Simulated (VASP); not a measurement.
# Na (P6_3/mmc) in VASP: notebook

The runs below take Na through single point, with PBE.

Everything below comes from runs of VASP 6.6.1. Logs are shortened: lines on timing, memory, paths and dates and some standing lists are left out, and cuts for length are marked.

**1. The structure**

The structure is hexagonal, space group P6_3/mmc (No. 194). Conventional cell: a = 3.767 Å, b = 3.767 Å, c = 6.154 Å, α = 90.00°, β = 90.00°, γ = 120.00°. Na (site symmetry -6m2) is surrounded by 12 Na at 3.77 Å.

This isn't the form of Na at room conditions, which is bcc.

**2. Single point, PBE**

INCAR

```
SYSTEM = Na
PREC     = Accurate       ! precision mode
ENCUT    = 520            ! plane-wave cutoff, eV
EDIFF    = 1E-6           ! SCF threshold, eV
ISMEAR   = 0              ! smearing method
SIGMA    = 0.2            ! smearing width, eV
LREAL    = .FALSE.        ! projectors in reciprocal space
LASPH    = .TRUE.         ! aspherical terms in the spheres
NELM     = 100            ! most SCF steps
ALGO     = Normal         ! electronic algorithm
ISIF     = 2              ! what is computed and relaxed
LWAVE    = .FALSE.        ! write WAVECAR
LCHARG   = .FALSE.        ! write CHGCAR
GGA      = PE             ! functional
NBANDS   = 14             ! bands
ADDGRID  = .FALSE.
```

KPOINTS

```
regular mesh
0
G
  6 6 3
  0 0 0
```

POSCAR

```
Na
1.0
    3.7670000000      0.0000000000      0.0000000000
   -1.8835000000      3.2623176961      0.0000000000
    0.0000000000      0.0000000000      6.1540000000
Na
2
Direct
    0.6666666667      0.3333333333      0.7500000000
    0.3333333333      0.6666666667      0.2500000000
```

Potentials or basis: VASP PAW PBE potentials, release 64 (Na_pv).

On the command line:

```
$ cat potpaw_PBE.64/Na_pv/POTCAR > POTCAR
$ mpirun -np 1 vasp_std > vasp.out
```

OUTCAR:

```text
SYSTEM = Na
   PREC = Accurate
   ENCUT = 520
   EDIFF = 1E-6
   ISMEAR = 0
   LREAL = .FALSE.
   LASPH = .TRUE.
   NELM = 100
   ISIF = 2
   GGA = PE

 Found     14 irreducible k-points:

 Following reciprocal coordinates:
            Coordinates               Weight
  0.000000  0.000000  0.000000      1.000000
  0.166667 -0.000000  0.000000      6.000000
  0.333333  0.000000  0.000000      6.000000
  0.500000  0.000000  0.000000      3.000000
  0.166667  0.166667  0.000000      6.000000
  0.333333  0.166667  0.000000     12.000000
   k-points           NKPTS =     14   k-points in BZ     NKDIM =     14   number of bands    NBANDS=     14
   number of dos      NEDOS =    301   number of ions     NIONS =      2
   total plane-waves  NPLWV =  37632
   dimension x,y,z NGX =    28 NGY =   28 NGZ =   48
   dimension x,y,z NGXF=    56 NGYF=   56 NGZF=   96
   ions per type =               2
   NGX,Y,Z   is equivalent  to a cutoff of  12.36, 12.36, 12.97 a.u.
   NGXF,Y,Z  is equivalent  to a cutoff of  24.71, 24.71, 25.93 a.u.
 SYSTEM =  Na
   PREC   = accura    normal or accurate (medium, high low for compatibility)
   ISTART =      0    job   : 0-new  1-cont  2-samecut
   ICHARG =      2    charge: 1-file 2-atom 10-const
   ISPIN  =      1    spin polarized calculation?
   LNONCOLLINEAR =      F non collinear calculations
   LSORBIT =      F    spin-orbit coupling
   LASPH  =      T    aspherical Exc in radial PAW
   ENCUT  =  520.0 eV  38.22 Ry    6.18 a.u.   7.00  7.00 11.44*2*pi/ulx,y,z
   NELM   =    100;   NELMIN=  2; NELMDL= -5     # of ELM steps
   EDIFF  = 0.1E-05   stopping-criterion for ELM
   LREAL  =      F    real-space projection
   EDIFFG = 0.1E-04   stopping-criterion for IOM
   NSW    =      0    number of steps for IOM
   IBRION =     -1    ionic relax: 0-MD 1-quasi-New 2-CG
   NFREE  =      0    steps in history (QN), initial steepest desc. (CG)
   ISIF   =      2    stress and relaxation
   ISYM   =      2    0-nonsym 1-usesym 2-fastsym
   POTIM  = 0.5000    time-step for ionic-motion
   TEBEG  =    0.0;   TEEND  =   0.0 temperature during run
   PSTRESS=    0.0 pullay stress
   NELECT =      14.0000    total number of electrons
   NUPDOWN=      -1.0000    fix difference up-down
   EMIN   =  10.00;   EMAX   =-10.00  energy-range for DOS
   EFERMI =   0.00;   METHOD = LEGACY
   ISMEAR =     0;   SIGMA  =   0.20  broadening in eV -4-tet -1-fermi 0-gaus
   EFERMI_NEDOS =   21; number of points for ismear=-14 and -15
   IALGO  =     38    algorithm
   IMIX   =      4    mixing-type and parameters
     AMIX     =   0.40;   BMIX     =  1.00
     AMIX_MAG =   1.60;   BMIX_MAG =  1.00
  volume/ion in A,a.u.               =      37.81       255.18
  Fermi-wavevector in a.u.,A,eV,Ry     =   0.933020  1.763153 11.844235  0.870527
  Thomas-Fermi vector in A             =   2.059678
   LORBIT       =      0    0 simple, 1 ext, 2 COOP (PROOUT), +10 PAW based schemes
   GGA     = PE    functional components
   LHFCALC =     F    Hartree Fock is set to
   AEXX    =    0.0000 exact exchange contribution
   IVDW    =     0    specifies the selected vdW correction
   LEPSILON=     F    determine dielectric tensor
   LRPA    =     F    only Hartree local field effects (RPA)
 non-spin polarized calculation
 Gauss-broadening in eV      SIGMA  =   0.20
  energy-cutoff  :      520.00
  volume of cell :       75.63
 maximum number of plane-waves:      2047
 NGX is ok and might be reduce to    28
   NGX = 13   NGY = 13   NGZ = 23

 number of electron      14.0000011 magnetization

 Free energy of the ion-electron system (eV)
  ---------------------------------------------------
  ext. energy  EPLUGINS =         0.00000000
  ---------------------------------------------------
  free energy    TOTEN  =        -2.60180151 eV

  energy without entropy =       -2.56563423  energy(sigma->0) =       -2.58371787

 E-fermi :   0.2290     XC(G=0):  -6.4503

 val. band max:       -0.0060882961   @ k =   0.1667   0.1667   0.3333
 cond. band min:       0.2332618229   @ k =   0.3333   0.1667   0.3333
 fundamental gap:      0.2393501190
 Fermi energy:         0.2290171220

 k-point     1 :       0.0000    0.0000    0.0000
  band No.  band energies     occupation
      1     -24.6725      2.00000
      2     -24.6444      2.00000
      3     -24.6444      2.00000
      4     -24.6400      2.00000
      5     -24.6399      2.00000
      6     -24.6398      2.00000
      7      -2.9655      2.00000
      8       0.8240      0.00003
      9       1.2090      0.00000
     10      10.1449      0.00000
     11      10.1449      0.00000
     12      10.4849      0.00000
     13      10.4849      0.00000
     14      10.6380      0.00000

 k-point     2 :       0.1667   -0.0000    0.0000
  band No.  band energies     occupation
      1     -24.6697      2.00000
      2     -24.6505      2.00000
      3     -24.6463      2.00000
      4     -24.6461      2.00000
      5     -24.6411      2.00000
      6     -24.6409      2.00000
      7      -2.5610      2.00000
      8       1.1852      0.00000
      9       1.6009      0.00000
     10       6.6267      0.00000
     11       8.6486      0.00000
     12       8.8460      0.00000
     13       9.9824      0.00000
     14      10.9617      0.00000

 k-point     3 :       0.3333    0.0000    0.0000
  band No.  band energies     occupation
      1     -24.6630      2.00000
      2     -24.6630      2.00000
      3     -24.6584      2.00000
      4     -24.6501      2.00000
      5     -24.6445      2.00000
      6     -24.6432      2.00000
      7      -1.3657      2.00000
      8       2.2737      0.00000
      9       2.5647      0.00000
     10       3.5181      0.00000
     11       6.6756      0.00000
     12       6.8504      0.00000
     13       7.6512      0.00000
     14       8.9061      0.00000

 k-point     4 :       0.5000    0.0000    0.0000
  band No.  band energies     occupation
      1     -24.6693      2.00000
      2     -24.6644      2.00000
      3     -24.6582      2.00000
      4     -24.6519      2.00000
      5     -24.6476      2.00000
      6     -24.6444      2.00000
      7       0.5154      0.04289
      8       0.6222      0.00544
      9       4.0957      0.00000
     10       4.1054      0.00000
     11       4.5670      0.00000
     12       4.7999      0.00000
     13       7.3190      0.00000
     14       8.2387      0.00000

 k-point     5 :       0.1667    0.1667    0.0000
  band No.  band energies     occupation
      1     -24.6649      2.00000
      2     -24.6574      2.00000
      3     -24.6566      2.00000
      4     -24.6487      2.00000
      5     -24.6444      2.00000
      6     -24.6434      2.00000
      7      -1.7612      2.00000
      8       1.9101      0.00000
      9       2.3393      0.00000
     10       4.9611      0.00000
     11       5.4295      0.00000
     12       8.4066      0.00000
     13       8.6416      0.00000
     14       8.9905      0.00000

 k-point     6 :       0.3333    0.1667    0.0000
  band No.  band energies     occupation
      1     -24.6660      2.00000
      2     -24.6619      2.00000
      3     -24.6582      2.00000
      4     -24.6541      2.00000
      5     -24.6480      2.00000
      6     -24.6476      2.00000
      7      -0.1970      1.99741
      8       2.0413      0.00000
      9       3.3683      0.00000
     10       3.7387      0.00000
     11       4.6483      0.00000
     12       5.5701      0.00000
     13       6.6283      0.00000
     14       7.7863      0.00000

 [... further k-points ...]

------------------------ aborting loop because EDIFF is reached ----------------------------------------

  FORCE on cell =-STRESS in cart. coord.  units (eV):
  Direction    XX          YY          ZZ          XY          YZ          ZX
  --------------------------------------------------------------------------------------
  -------------------------------------------------------------------------------------
  Total       -0.0165331     -0.0165331     -0.0702767      0.0000000      0.0000000      0.0000000
  in kB       -0.3502566     -0.3502566     -1.4888213      0.0000000      0.0000000      0.0000000
  external PRESSURE =      -0.7297782 kB  Pullay stress =       0.0000000 kB

 VOLUME and BASIS-vectors are now :
 -----------------------------------------------------------------------------
  energy-cutoff  :      520.00
  volume of cell :       75.63
      direct lattice vectors                 reciprocal lattice vectors
     3.767000000  0.000000000  0.000000000     0.265463233  0.153265269  0.000000000
    -1.883500000  3.262317696  0.000000000     0.000000000  0.306530538  0.000000000
     0.000000000  0.000000000  6.154000000     0.000000000  0.000000000  0.162495938

 POSITION                                       TOTAL-FORCE (eV/Angst)
 -----------------------------------------------------------------------------------
      1.88350      1.08744      4.61550        -0.000000      0.000000      0.000000
     -0.00000      2.17488      1.53850         0.000000     -0.000000      0.000000
 -----------------------------------------------------------------------------------
    total drift:                                0.000000     -0.000000      0.000000

  FREE ENERGIE OF THE ION-ELECTRON SYSTEM (eV)
  ---------------------------------------------------
  free  energy   TOTEN  =        -2.6018015067 eV

  energy  without entropy=       -2.5656342251  energy(sigma->0) =       -2.58371787
```

Run time: 6.7 s. Hardware: 1 thread of Intel Xeon Platinum 8488C (Sapphire Rapids), shared host; peak memory 0.17 GiB.

These settings aren't checked as converged: the numbers below hold their error.

What came out:

| Quantity | Value |
| --- | --- |
| Free energy | -2.6018 eV |
| Pressure | -0.1 GPa |
| Band gap on the k mesh | none (metal or under the smearing width) |

**3. Single point, PBE**

INCAR is that of step 2.

KPOINTS is that of step 2.

POSCAR

```
Na
1.0
    3.7670000000      0.0000000000      0.0000000000
   -1.8835000000      3.2623176961      0.0000000000
    0.0000000000      0.0000000000      6.1540000000
Na
2
Direct
    0.6607270000      0.3253030000      0.7651560000
    0.3322080000      0.6634530000      0.2738460000
```

Potentials or basis: VASP PAW PBE potentials, release 64 (Na_pv).

On the command line:

```
$ cat potpaw_PBE.64/Na_pv/POTCAR > POTCAR
$ mpirun -np 1 vasp_std > vasp.out
```

It took 20 s on 1 thread of Intel Xeon Platinum 8488C (Sapphire Rapids), shared host; peak memory 0.19 GiB.

The run converged, but some of its settings lie outside the range that counts as converged, so its numbers aren't taken as properties of the crystal.

What came out:

| Quantity | Value |
| --- | --- |
| Free energy | -2.6008 eV |
| Pressure | -0.1 GPa |
| Largest force | 0.037 eV/Å |
| Band gap on the k mesh | none (metal or under the smearing width) |

(Continued in part 2 of 2.)
